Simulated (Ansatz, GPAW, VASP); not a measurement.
# Al: 3 runs at one level of theory

```
CELL_PARAMETERS angstrom
0.00000 2.02481 2.02481
2.02481 0.00000 2.02481
2.02481 2.02481 0.00000
ATOMIC_POSITIONS crystal
Al 0.00000 0.00000 0.00000
```

Alike in all runs: task single point; functional PBE; k mesh 11 × 11 × 11; occupations gaussian, width 0.013 eV; no spin polarisation; no spin-orbit coupling. Pressure is positive in compression and, in plane waves, holds the error of the finite cutoff.

```tsv
program and potentials	plane-wave cutoff (eV)	notes	pressure (GPa)
Ansatz, all-electron LAPW, scalar-relativistic	-	-	-0.52
VASP, PBE PAW files Al, 520 eV	520	-	?
GPAW, GPAW PAW data sets (gpaw-data 1.2.1)	600	-	-0.39
```

Estimate from the other rows what the run with VASP, PBE PAW files Al, 520 eV gave.

Pressure -0.55 GPa. The other rows, which needn't bracket it: pressure -0.52 to -0.39.
